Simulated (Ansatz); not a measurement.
# Ge: single point with PBE

**What was measured.**

“Electronic and optical properties of SixGe1-x-ySny alloys lattice-matched to Ge”, 2021, arxiv:2109.02782 reports, for a bulk crystal of Ge at 293 K: band gap 0.666 eV (indirect).

The system is Ge.

```
CELL_PARAMETERS angstrom
0.00000 2.82891 2.82891
2.82891 0.00000 2.82891
2.82891 2.82891 0.00000
ATOMIC_POSITIONS crystal
Ge 0.75000 0.75000 0.75000
Ge 0.50000 0.50000 0.50000
```

```json
{
  "Program": "Ansatz 0.2.0",
  "Task": "single point",
  "Functional": "PBE",
  "Potentials or basis": "all-electron LAPW, scalar-relativistic",
  "Cutoff": "316 eV (chosen from the basis error)",
  "Basis error allowed": "0.001 eV/atom",
  "k mesh": "8 × 8 × 8",
  "Occupations": "gaussian, width 0.016 eV",
  "Spin": "no spin polarisation"
}
```

```yaml
Pressure: 3.6 GPa
Band_gap_on_the_k_mesh: 0.04 eV, direct
```

Levels at points of the mesh, in eV from the valence-band top:
```
             k point  band 20  band 21  band 22  band 23  band 24  band 25
  (0.00, 0.00, 0.00)     0.00     0.00     0.00     0.04     2.55     2.55
 (0.00, 0.00, -0.50)    -7.60    -1.40    -1.40     0.18     3.74     3.74
(0.00, -0.50, -0.50)    -8.88    -3.07    -3.07     0.75     0.75     9.51
```

Run time: 2.3 s on 1 thread of AMD EPYC 9R45 96-Core Processor (Zen 5), with other jobs on the host, peak memory 0.33 GiB.

Measured gap of Ge: 0.666 eV (indirect; 293 K; “Electronic and optical properties of SixGe1-x-ySny alloys lattice-matched to Ge”, 2021, arxiv:2109.02782). This calculation gives 0.04 eV (-0.63 eV). 3 values of this kind are on record (0.666 to 0.807 eV); this one was drawn at random among those near their median. Spin-orbit coupling on Ge is left out. The value is that of PBE on a finite k mesh, which can miss the band edges, without temperature or zero-point motion. Semilocal functionals fall short of measured gaps as a rule.
